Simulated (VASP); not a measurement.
# MoP (P-6m2) in VASP: notebook

Aim: see how the results for MoP move with the level of theory and the settings. Levels: RPBE, PBE. Tasks: single point.

All numbers are computed with VASP 6.6.1; they aren't measurements. Logs are shortened: lines on timing, memory, paths and dates and some standing lists are left out, and cuts for length are marked.

## 1. The crystal as given

Symmetry: P-6m2, No. 187, hexagonal system. The conventional cell has a = 3.223 Å, b = 3.223 Å, c = 3.191 Å, α = 90.00°, β = 90.00°, γ = 120.00°. Mo (site symmetry -6m2) has 6 P at 2.45 Å as nearest neighbours. P (site symmetry -6m2) has 6 Mo at 2.45 Å as nearest neighbours.

## 2. Single point, RPBE

run.py

```python
from ase.calculators.vasp import Vasp
from ase.dft.bandgap import bandgap
from ase.io import read

atoms = read('MoP.cif')
calc = Vasp(
    directory='calc',
    xc='rpbe',
    pp='PBE',
    setups='gw',
    prec='Accurate',
    encut=550,
    ediff=1e-06,
    ismear=0,
    sigma=0.02,
    lreal=False,
    lasph=True,
    nelm=60,
    algo='Fast',
    isif=2,
    lwave=False,
    lcharg=False,
    kpts=[10, 10, 8],
    gamma=True,
)
atoms.calc = calc

print('energy (eV):', atoms.get_potential_energy())
print('free energy (eV):', atoms.get_potential_energy(force_consistent=True))
print('forces (eV/A):')
print(atoms.get_forces())
print('stress (eV/A^3, Voigt):', atoms.get_stress())
print('Fermi level (eV):', calc.get_fermi_level())
gap, top, bottom = bandgap(calc)
print('band gap (eV):', gap, 'from (spin, k, band)', top, 'to', bottom)
```

MoP.cif

```cif
data_MoP
_cell_length_a 3.22300000
_cell_length_b 3.22300000
_cell_length_c 3.19100000
_cell_angle_alpha 90.00000000
_cell_angle_beta 90.00000000
_cell_angle_gamma 120.00000000
_space_group_name_H-M_alt 'P1'
_space_group_name_Hall 'P 1'
_space_group_IT_number 1
loop_
_space_group_symop_operation_xyz
'x,y,z'
loop_
_atom_site_label
_atom_site_type_symbol
_atom_site_symmetry_multiplicity
_atom_site_Wyckoff_symbol
_atom_site_fract_x
_atom_site_fract_y
_atom_site_fract_z
_atom_site_occupancy
Mo1 Mo 1 a 0.0000000000 0.0000000000 0.0000000000 1
P1 P 1 a 0.3333333333 0.6666666667 0.5000000000 1
```

Potentials or basis: VASP PAW PBE potentials, release 64 (Mo_sv_GW, P_GW).

Launch:

```console
$ python run.py
```

The log of the run:

```text
energy (eV): -17.40680784
free energy (eV): -17.40685339
forces (eV/A):
[[ 0. -0.  0.]
 [-0.  0.  0.]]
stress (eV/A^3, Voigt): [-0.03192304 -0.03192304 -0.02991314 -0.          0.         -0.        ]
Fermi level (eV): 11.63619396
band gap (eV): 0.0 from (spin, k, band) (None, None, None) to (None, None, None)
```

OUTCAR:

```text
ENCUT = 550.000000
   EDIFF = 1.00e-06
   GGA = RP
   PREC = Accurate
   ISIF = 2
   ISMEAR = 0
   NELM = 60
   LASPH = .TRUE.
   LREAL = .FALSE.

 ion  position               nearest neighbor table
   1  0.000  0.000  0.000-   2 2.45   2 2.45   2 2.45   2 2.45   2 2.45   2 2.45
   2  0.333  0.667  0.500-   1 2.45   1 2.45   1 2.45   1 2.45   1 2.45   1 2.45

  LATTYP: Found a hexagonal cell.
 ALAT       =     3.2230000000
 C/A-ratio  =     0.9900713621

  Lattice vectors:

 A1 = (   3.2230000000,   0.0000000000,   0.0000000000)
 A2 = (  -1.6115000000,   2.7911998764,   0.0000000000)
 A3 = (   0.0000000000,   0.0000000000,   3.1910000000)

Analysis of symmetry for initial positions (statically):
=====================================================================
 Subroutine PRICEL returns:
 Original cell was already a primitive cell.

 Routine SETGRP: Setting up the symmetry group for a
 hexagonal supercell.

 Subroutine GETGRP returns: Found 12 space group operations
 (whereof 12 operations were pure point group operations)
 out of a pool of 24 trial point group operations.

The static configuration has the point symmetry D_3h.

Analysis of symmetry for dynamics (positions and initial velocities):
=====================================================================
 Subroutine PRICEL returns:
 Original cell was already a primitive cell.

 Routine SETGRP: Setting up the symmetry group for a
 hexagonal supercell.

 Subroutine GETGRP returns: Found 12 space group operations
 (whereof 12 operations were pure point group operations)
 out of a pool of 24 trial point group operations.

The dynamic configuration has the point symmetry D_3h.

 Subroutine INISYM returns: Found 12 space group operations
 (whereof 12 operations are pure point group operations),
 and found     1 'primitive' translations

----------------------------------------------------------------------------------------

                                     Primitive cell

  volume of cell :      28.7064

  direct lattice vectors                    reciprocal lattice vectors
     3.223000000  0.000000000  0.000000000     0.310269935  0.179134430  0.000000000
    -1.611500000  2.791199876  0.000000000     0.000000000  0.358268861  0.000000000
     0.000000000  0.000000000  3.191000000     0.000000000  0.000000000  0.313381385

  length of vectors
     3.223000000  3.223000000  3.191000000     0.358268861  0.358268861  0.313381385

  position of ions in fractional coordinates (direct lattice)
     0.000000000  0.000000000  0.000000000
     0.333333333  0.666666667  0.500000000

  ion indices of the primitive-cell ions
   primitive index   ion index
                 1           1
                 2           2

----------------------------------------------------------------------------------------

 KPOINTS: KPOINTS created by Atomic Simulation Env

Automatic generation of k-mesh.
 Grid dimensions read from file:
 generate k-points for:   10   10    8

 Generating k-lattice:

  Cartesian coordinates                     Fractional coordinates (reciprocal lattice)
     0.031026993  0.017913443  0.000000000     0.100000000  0.000000000  0.000000000
     0.000000000  0.035826886  0.000000000     0.000000000  0.100000000  0.000000000
     0.000000000  0.000000000  0.039172673     0.000000000  0.000000000  0.125000000

[... 68 lines left out ...]
   dimension x,y,z NGXF=    56 NGYF=   56 NGZF=   48
   ions per type =               1   1
   NGX,Y,Z   is equivalent  to a cutoff of  14.44, 14.44, 12.50 a.u.
   NGXF,Y,Z  is equivalent  to a cutoff of  28.89, 28.89, 25.01 a.u.
 SYSTEM =  unknown system
   PREC   = accura    normal or accurate (medium, high low for compatibility)
   ISTART =      0    job   : 0-new  1-cont  2-samecut
   ICHARG =      2    charge: 1-file 2-atom 10-const
   ISPIN  =      1    spin polarized calculation?
   LNONCOLLINEAR =      F non collinear calculations
   LSORBIT =      F    spin-orbit coupling
   LASPH  =      T    aspherical Exc in radial PAW
   ENCUT  =  550.0 eV  40.42 Ry    6.36 a.u.   6.16  6.16  6.10*2*pi/ulx,y,z
   NELM   =     60;   NELMIN=  2; NELMDL= -5     # of ELM steps
   EDIFF  = 0.1E-05   stopping-criterion for ELM
   LREAL  =      F    real-space projection
   EDIFFG = 0.1E-04   stopping-criterion for IOM
   NSW    =      0    number of steps for IOM
   IBRION =     -1    ionic relax: 0-MD 1-quasi-New 2-CG
   NFREE  =      0    steps in history (QN), initial steepest desc. (CG)
   ISIF   =      2    stress and relaxation
   ISYM   =      2    0-nonsym 1-usesym 2-fastsym
   POTIM  = 0.5000    time-step for ionic-motion
   TEBEG  =    0.0;   TEEND  =   0.0 temperature during run
   PSTRESS=    0.0 pullay stress
   NELECT =      19.0000    total number of electrons
   NUPDOWN=      -1.0000    fix difference up-down
   EMIN   =  10.00;   EMAX   =-10.00  energy-range for DOS
   EFERMI =   0.00;   METHOD = LEGACY
   ISMEAR =     0;   SIGMA  =   0.02  broadening in eV -4-tet -1-fermi 0-gaus
   EFERMI_NEDOS =   21; number of points for ismear=-14 and -15
   IALGO  =     68    algorithm
   IMIX   =      4    mixing-type and parameters
     AMIX     =   0.40;   BMIX     =  1.00
     AMIX_MAG =   1.60;   BMIX_MAG =  1.00
  volume/ion in A,a.u.               =      14.35        96.86
  Fermi-wavevector in a.u.,A,eV,Ry     =   1.426702  2.696076 27.694378  2.035479
  Thomas-Fermi vector in A             =   2.546951
   LORBIT       =      0    0 simple, 1 ext, 2 COOP (PROOUT), +10 PAW based schemes
   GGA     = RP    functional components
   LHFCALC =     F    Hartree Fock is set to
   AEXX    =    0.0000 exact exchange contribution
   IVDW    =     0    specifies the selected vdW correction
   LEPSILON=     F    determine dielectric tensor
   LRPA    =     F    only Hartree local field effects (RPA)
 non-spin polarized calculation
 RMM-DIIS sequential band-by-band and
 Gauss-broadening in eV      SIGMA  =   0.02
  energy-cutoff  :      550.00
  volume of cell :       28.71
 maximum number of plane-waves:       858
 NGX is ok and might be reduce to    28
   NGX = 13   NGY = 13   NGZ = 13

 number of electron      18.9999999 magnetization

 Free energy of the ion-electron system (eV)
  ---------------------------------------------------
  ext. energy  EPLUGINS =         0.00000000
  ---------------------------------------------------
  free energy    TOTEN  =       -17.40685339 eV

  energy without entropy =      -17.40676228  energy(sigma->0) =      -17.40680784

 E-fermi :  11.6362     XC(G=0): -12.5849

 val. band max:       11.5699819497   @ k =   0.3000  -0.0000   0.3750
 cond. band min:      11.6436670012   @ k =   0.2000  -0.0000   0.0000
 fundamental gap:      0.0736850516
 Fermi energy:        11.6361939641

 k-point     1 :       0.0000    0.0000    0.0000
  band No.  band energies     occupation
      1     -49.5920      2.00000
      2     -23.7447      2.00000
      3     -23.5289      2.00000
      4     -23.5289      2.00000
      5      -2.2948      2.00000
      6       7.4649      2.00000
      7       8.3366      2.00000
      8       8.3366      2.00000
      9      10.9215      2.00000
     10      11.9030      0.00000
     11      11.9030      0.00000
     12      15.7700      0.00000
     13      16.0457      0.00000
[... 610 lines left out ...]
  band No.  band energies     occupation
      1     -49.5498      2.00000
      2     -23.8316      2.00000
      3     -23.7924      2.00000
      4     -23.6477      2.00000
      5       0.4693      2.00000
      6       5.4064      2.00000
      7       6.5765      2.00000
      8       7.3340      2.00000
      9       9.7580      2.00000
     10      12.5833      0.00000
     11      13.4952      0.00000
     12      14.4623      0.00000
     13      16.0539      0.00000

 [... further k-points ...]

------------------------ aborting loop because EDIFF is reached ----------------------------------------

  FORCE on cell =-STRESS in cart. coord.  units (eV):
  Direction    XX          YY          ZZ          XY          YZ          ZX
  --------------------------------------------------------------------------------------
  -------------------------------------------------------------------------------------
  Total        0.9163936      0.9163936      0.8586969      0.0000000      0.0000000     -0.0000000
  in kB       51.1463412     51.1463412     47.9261352      0.0000000      0.0000000     -0.0000000
  external PRESSURE =      50.0729392 kB  Pullay stress =       0.0000000 kB

 VOLUME and BASIS-vectors are now :
 -----------------------------------------------------------------------------
  energy-cutoff  :      550.00
  volume of cell :       28.71
      direct lattice vectors                 reciprocal lattice vectors
     3.223000000  0.000000000  0.000000000     0.310269935  0.179134430  0.000000000
    -1.611500000  2.791199876  0.000000000     0.000000000  0.358268861  0.000000000
     0.000000000  0.000000000  3.191000000     0.000000000  0.000000000  0.313381385

 POSITION                                       TOTAL-FORCE (eV/Angst)
 -----------------------------------------------------------------------------------
      0.00000      0.00000      0.00000         0.000000     -0.000000      0.000000
     -0.00000      1.86080      1.59550        -0.000000      0.000000      0.000000
 -----------------------------------------------------------------------------------
    total drift:                                0.000000     -0.000000      0.000000

  FREE ENERGIE OF THE ION-ELECTRON SYSTEM (eV)
  ---------------------------------------------------
  free  energy   TOTEN  =       -17.4068533909 eV

  energy  without entropy=      -17.4067622830  energy(sigma->0) =      -17.40680784
```

INCAR:

```text
ENCUT = 550.000000
SIGMA = 0.020000
EDIFF = 1.00e-06
ALGO = Fast
GGA = RP
PREC = Accurate
ISIF = 2
ISMEAR = 0
NELM = 60
LASPH = .TRUE.
LCHARG = .FALSE.
LWAVE = .FALSE.
LREAL = .FALSE.
```

Run time: 86 s. Hardware: 1 thread of AMD EPYC 7R43 (Zen 3), shared host; peak memory 0.16 GiB.

What came out:

```
Free energy            : -17.4069 eV
Pressure               : 5.0 GPa
Band gap on the k mesh : none (metal or under the smearing width)
```

Stress tensor (GPa, compression positive):
```
5.11 0.00 0.00
0.00 5.11 0.00
0.00 0.00 4.79
```

Caveat: the PAW data sets were made with another functional, which shifts forces and pressure a little.

## 3. Single point, PBE

INCAR

```
PREC = Accurate
ENCUT = 500
EDIFF = 1E-7
ISMEAR = 0
SIGMA = 0.02
LREAL = False
LASPH = True
NELM = 60
ALGO = Fast
ISIF = 2
LWAVE = False
LCHARG = True
GGA = PE
LELF = True
LVHAR = True
NBANDS = 16
```

KPOINTS

```
Automatic mesh
0
Gamma
  5 5 4
```

POSCAR

```
MoP
1.0
    3.2230000000      0.0000000000      0.0000000000
   -1.6115000000      2.7911998764      0.0000000000
    0.0000000000      0.0000000000      3.1910000000
Mo P
1 1
Direct
    0.0000000000      0.0000000000      0.0000000000
    0.3333333333      0.6666666667      0.5000000000
```

Potentials or basis: VASP PAW PBE potentials, release 64 (Mo_sv_GW, P_GW).

Launch:

```console
$ cat potpaw_PBE.64/Mo_sv_GW/POTCAR potpaw_PBE.64/P_GW/POTCAR > POTCAR
$ mpirun -np 1 vasp_std > vasp.out
```

Run time: 8 s. Hardware: 1 thread of AMD EPYC 9R45 (Zen 5), shared host; peak memory 0.11 GiB.

The run converged. Its results:

```
Free energy            : -18.4391 eV
Pressure               : 2.3 GPa
Band gap on the k mesh : none (metal or under the smearing width)
```

Stress tensor (GPa, compression positive):
```
0.33 0.00 0.00
0.00 0.33 0.00
0.00 0.00 6.14
```

Levels at points of the mesh, in eV from the Fermi level:
```csv
k point,band 6,band 7,band 8,band 9,band 10,band 11,band 12,band 13,band 14,band 15
"(0.00, 0.00, 0.00)",-4.23,-3.38,-3.38,-0.77,0.22,0.22,4.07,4.07,5.47,8.88
"(0.00, 0.00, 0.50)",-7.91,-2.76,-2.76,-1.78,-1.78,1.30,2.89,2.89,7.86,8.56
```

Caveat: the k mesh is coarse (spacing up to 0.49 Å⁻¹), so the values aren't converged.
